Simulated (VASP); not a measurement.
# AlN (P6_3mc) in VASP: a series of runs, part 2 of 2

VASP 6.6.1. Earlier steps stand in the parts before.

## 5. Relaxation of cell and atoms, PBEsol

The input, INCAR:

```
PREC = Accurate
ENCUT = 600
EDIFF = 1E-7
ISMEAR = 0
SIGMA = 0.03
LREAL = False
LASPH = True
NELM = 80
ALGO = Normal
ISIF = 3
LWAVE = False
LCHARG = False
GGA = PS
IBRION = 2
NSW = 90
EDIFFG = -0.005
KPAR = 4
```

The input, KPOINTS:

```
Automatic mesh
0
Gamma
  12 12 6
```

The input, POSCAR:

```
AlN                                     
1.0
    3.1127044214      0.0000000000     -0.0000000000
   -1.5563522107      2.6956811015      0.0000000000
    0.0000000000     -0.0000000000      4.9808959696
  Al              N             
     2     2
Direct
     0.3333333300000021    0.6666666699999979    0.9989884324380106
     0.6666666699999979    0.3333333300000021    0.4989884324380106
     0.3333333300000021    0.6666666699999979    0.3810115675619919
     0.6666666699999979    0.3333333300000021    0.8810115675619919
```

Command:

```
$ cat potpaw_PBE.64/Al/POTCAR potpaw_PBE.64/N/POTCAR > POTCAR
$ mpirun -np 4 vasp_std > vasp.out
```

It took 19 s on 4 MPI ranks of Intel Xeon Platinum 8559C (Emerald Rapids), shared host; peak memory 0.19 GiB.

Results (log left out):

- Free energy: -31.3157 eV
- Relaxed volume: 10.45 Å³/atom
- Relaxed cell: a = 3.113 Å, b = 3.113 Å, c = 4.982 Å, α = 90.00°, β = 90.00°, γ = 120.00°
- Space group after relaxing (to 0.05 Å): P6_3mc (No. 186)
- Energy gained by relaxing: 0.0 meV/atom
- Ionic steps: 3
- Pressure after relaxing: 0.0 GPa
- Band gap on the k mesh: 4.12 eV, direct

Final structure:
```
Al N
1.0
     3.11310    0.00000    0.00000
    -1.55655    2.69603    0.00000
     0.00000    0.00000    4.98181
Al N
2 2
Direct
  0.33333 0.66667 0.99899
  0.66667 0.33333 0.49899
  0.33333 0.66667 0.38101
  0.66667 0.33333 0.88101
```

Levels at points of the mesh, in eV from the valence-band top:
| k point | band 5 | band 6 | band 7 | band 8 | band 9 | band 10 | band 11 | band 12 |
| --- | --- | --- | --- | --- | --- | --- | --- | --- |
| (0.00, 0.00, 0.00) | -0.88 | -0.23 | -0.23 | 0.00 | 4.12 | 6.55 | 10.50 | 11.02 |
| (0.50, 0.00, 0.00) | -3.38 | -2.12 | -1.81 | -0.70 | 5.67 | 5.67 | 8.07 | 10.16 |
| (0.00, 0.00, 0.50) | -0.56 | -0.56 | -0.56 | -0.56 | 6.37 | 6.37 | 10.20 | 10.20 |
| (0.50, 0.00, 0.50) | -1.49 | -1.49 | -1.38 | -1.38 | 5.17 | 5.17 | 9.12 | 9.12 |

Caveat: the PAW data sets were made with another functional, which shifts forces and pressure a little.

## 6. Relaxation of cell and atoms, PBEsol

The input, INCAR:

```
SYSTEM = AlN
  PREC = Accurate
  ENCUT = 600
  EDIFF = 1E-6
  ISMEAR = 0
  SIGMA = 0.03
  LREAL = .FALSE.
  LASPH = .TRUE.
  NELM = 80
  ALGO = Normal
  ISIF = 3
  LWAVE = .FALSE.
  LCHARG = .FALSE.
  GGA = PS
  IBRION = 2
  NSW = 90
  EDIFFG = -0.01
```

The input, KPOINTS:

```
Automatic mesh
0
G
  12 12 6
  0 0 0
```

The input, POSCAR:

```
AlN
1.0
    3.1130000000      0.0000000000      0.0000000000
   -1.5565000000      2.6959370800      0.0000000000
    0.0000000000      0.0000000000      4.9810000000
Al N
2 2
Direct
    0.3333333300      0.6666666700      0.0000000000
    0.6666666700      0.3333333300      0.5000000000
    0.3333333300      0.6666666700      0.3800000000
    0.6666666700      0.3333333300      0.8800000000
```

Potentials or basis: VASP PAW PBE potentials, release 64 (Al, N).

Command:

```
$ cat potpaw_PBE.64/Al/POTCAR potpaw_PBE.64/N/POTCAR > POTCAR
$ mpirun -np 1 vasp_std > vasp.out
```

OUTCAR:

```text
SYSTEM = AlN
   PREC = Accurate
   ENCUT = 600
   EDIFF = 1E-6
   ISMEAR = 0
   LREAL = .FALSE.
   LASPH = .TRUE.
   NELM = 80
   ISIF = 3
   GGA = PS
   IBRION = 2
   NSW = 90
   EDIFFG = -0.01

 ion  position               nearest neighbor table
   1  0.333  0.667  0.000-   3 1.89   4 1.89   4 1.89   4 1.89   2 3.07   2 3.07   2 3.07   2 3.07
                             2 3.07   2 3.07
   2  0.667  0.333  0.500-   4 1.89   3 1.89   3 1.89   3 1.89   1 3.07   1 3.07   1 3.07   1 3.07
                             1 3.07   1 3.07
   3  0.333  0.667  0.380-   1 1.89   2 1.89   2 1.89   2 1.89
   4  0.667  0.333  0.880-   2 1.89   1 1.89   1 1.89   1 1.89

  LATTYP: Found a hexagonal cell.
 ALAT       =     3.1130000000
 C/A-ratio  =     1.6000642467

  Lattice vectors:

 A1 = (   3.1130000000,   0.0000000000,   0.0000000000)
 A2 = (  -1.5565000000,   2.6959370800,   0.0000000000)
 A3 = (   0.0000000000,   0.0000000000,   4.9810000000)

Analysis of symmetry for initial positions (statically):
=====================================================================
 Subroutine PRICEL returns:
 Original cell was already a primitive cell.

 Routine SETGRP: Setting up the symmetry group for a
 hexagonal supercell.

 Subroutine GETGRP returns: Found 12 space group operations
 (whereof  6 operations were pure point group operations)
[... 364 lines left out ...]

 Free energy of the ion-electron system (eV)
  ---------------------------------------------------
  ext. energy  EPLUGINS =         0.00000000
  ---------------------------------------------------
  free energy    TOTEN  =       -31.31569250 eV

  energy without entropy =      -31.31569250  energy(sigma->0) =      -31.31569250

 E-fermi :   6.2113     XC(G=0): -11.1048

 val. band max:        6.0635552587   @ k =   0.0000   0.0000   0.0000
 cond. band min:      10.1847278479   @ k =   0.0000   0.0000   0.0000
 fundamental gap:      4.1211725892
 Fermi energy:         6.2112579169

 k-point     1 :       0.0000    0.0000    0.0000
  band No.  band energies     occupation
      1      -9.1072      2.00000
      2      -6.9228      2.00000
      3       0.0069      2.00000
      4       5.1827      2.00000
      5       5.1827      2.00000
      6       5.8377      2.00000
      7       5.8377      2.00000
      8       6.0636      2.00000
      9      10.1847      0.00000
     10      12.6178      0.00000
     11      16.5653      0.00000
     12      17.0875      0.00000
[... 331 lines left out ...]
 k-point    24 :       0.3333    0.0000    0.1667
  band No.  band energies     occupation
      1      -7.7663      2.00000
      2      -6.5102      2.00000
      3       1.1007      2.00000
      4       2.0795      2.00000
      5       2.6908      2.00000
      6       4.2656      2.00000
      7       5.2605      2.00000
      8       5.3931      2.00000
      9      11.7915      0.00000
     10      12.5873      0.00000
     11      14.4547      0.00000
     12      16.1278      0.00000

 [... further k-points ...]

------------------------ aborting loop because EDIFF is reached ----------------------------------------

  FORCE on cell =-STRESS in cart. coord.  units (eV):
  Direction    XX          YY          ZZ          XY          YZ          ZX
  --------------------------------------------------------------------------------------
  -------------------------------------------------------------------------------------
  Total        0.0201304      0.0201304      0.0265649      0.0000000      0.0000000      0.0000000
  in kB        0.7717015      0.7717015      1.0183686      0.0000000      0.0000000      0.0000000
  external PRESSURE =       0.8539239 kB  Pullay stress =       0.0000000 kB
[... 19 lines left out ...]
  FREE ENERGIE OF THE ION-ELECTRON SYSTEM (eV)
  ---------------------------------------------------
  free  energy   TOTEN  =       -31.3156925015 eV

  energy  without entropy=      -31.3156925015  energy(sigma->0) =      -31.31569250

 reached required accuracy - stopping structural energy minimisation
```

CONTCAR:

```text
AlN
   1.00000000000000
     3.1127044215463489    0.0000000000000000    0.0000000000000000
    -1.5563522107731744    2.6956811015509006   -0.0000000000000000
    -0.0000000000000000    0.0000000000000000    4.9808959690427699
  Al              N
     2     2
Direct
     0.3333333300000021    0.6666666699999979    0.9989884324125895
     0.6666666699999979    0.3333333300000021    0.4989884324125896
     0.3333333300000021    0.6666666699999979    0.3810115675874130
     0.6666666699999979    0.3333333300000021    0.8810115675874131

  0.00000000E+00  0.00000000E+00  0.00000000E+00
  0.00000000E+00  0.00000000E+00  0.00000000E+00
  0.00000000E+00  0.00000000E+00  0.00000000E+00
  0.00000000E+00  0.00000000E+00  0.00000000E+00
```

It took 70 s on 1 thread of Intel Xeon 6975P-C (Granite Rapids), shared host; peak memory 0.19 GiB.

Results:

```
Free energy                            : -31.3157 eV
Relaxed volume                         : 10.45 Å³/atom
Relaxed cell                           : a = 3.113 Å, b = 3.113 Å, c = 4.981 Å, α = 90.00°, β = 90.00°, γ = 120.00°
Space group after relaxing (to 0.05 Å) : P6_3mc (No. 186)
Energy gained by relaxing              : 0.3 meV/atom
Ionic steps                            : 6
Pressure after relaxing                : 0.1 GPa
Band gap on the k mesh                 : 4.12 eV, direct
```

The path:
| step | energy change (eV) | largest force (eV/Å) | pressure (GPa) | volume (Å³) |
| --- | --- | --- | --- | --- |
| 1 | 0.0000 | 0.1321 | 0.04 | 41.80 |
| 2 | -0.0003 | 0.0871 | 0.02 | 41.82 |
| 3 | -0.0012 | 0.0143 | 0.05 | 41.81 |
| 4 | -0.0013 | 0.0063 | -0.06 | 41.83 |
| 5 | -0.0013 | 0.0013 | -0.12 | 41.84 |
| 6 | -0.0013 | 0.0005 | 0.09 | 41.79 |

Final structure:
```cif
data_structure
_symmetry_space_group_name_H-M 'P 1'
_symmetry_Int_Tables_number 1
_cell_length_a 3.1127
_cell_length_b 3.1127
_cell_length_c 4.9809
_cell_angle_alpha 90.000
_cell_angle_beta 90.000
_cell_angle_gamma 120.000
_cell_volume 41.79
loop_
_atom_site_label
_atom_site_type_symbol
_atom_site_fract_x
_atom_site_fract_y
_atom_site_fract_z
_atom_site_occupancy
Al1 Al 0.33333 0.66667 0.99899 1
Al2 Al 0.66667 0.33333 0.49899 1
N1 N 0.33333 0.66667 0.38101 1
N2 N 0.66667 0.33333 0.88101 1
```

Levels at points of the mesh, in eV from the valence-band top:
```csv
k point,band 4,band 5,band 6,band 7,band 8,band 9,band 10,band 11,band 12
"(0.00, 0.00, 0.00)",-0.88,-0.88,-0.23,-0.23,0.00,4.12,6.55,10.50,11.02
"(0.50, 0.00, 0.00)",-4.20,-3.38,-2.12,-1.81,-0.70,5.67,5.68,8.08,10.16
"(0.00, 0.00, 0.50)",-3.36,-0.56,-0.56,-0.56,-0.56,6.37,6.37,10.21,10.21
"(0.50, 0.00, 0.50)",-5.66,-1.49,-1.49,-1.38,-1.38,5.17,5.17,9.13,9.13
```

Caveat: the PAW data sets were made with another functional, which shifts forces and pressure a little. PBEsol gaps usually lie below the measured ones, often by a third to a half.
